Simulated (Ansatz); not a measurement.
# Pt: pressure against volume

Pt, Fm-3m, a = 3.940 Å. Ansatz: r2SCAN, PAW, 500 eV, Γ-centred 18×18×18 mesh on 1 atom, Gaussian smearing 0.10 eV; no spin polarisation. Symmetry fixes shape and atoms, so the cell is only scaled; pressure is positive in compression.

```
V (Å³/atom) P (GPa)
     14.375    19.86
     14.834     8.98
     15.293     0.00
     15.752        ?
     16.211   -13.45
```

Q: Take V0 = 15.293 Å³/atom, fit the third-order Birch–Murnaghan form to the other rows, and predict the missing pressure.

A: With the Eulerian strain f = ½[(V0/V)^(2/3) − 1] and y = P/[3f(1 + 2f)^(5/2)], the form is the line y = B0 + 1.5 B0 (B0′ − 4) f. Rows (f, y): 0.02107, 283.4; 0.01026, 277.3; -0.01906, 259.2. Means f = 0.004090, y = 273.30; Σ(Δf)² = 0.0008623, ΣΔfΔy = 0.5226; the slope is their ratio. y = 270.8 + 606.0 f GPa, so B0 = 270.8 GPa and B0′ = 4 + 2 × (606.0)/(3 × 270.8) = 5.49. At V = 15.752, f = -0.00976, y = 264.89 and P = -7.38 GPa. The run gave -7.40 GPa, so the fit is 0.02 GPa too high, a small miss on the scale of the series.

Spin–orbit coupling is left out, which can shift energies with elements as heavy as these.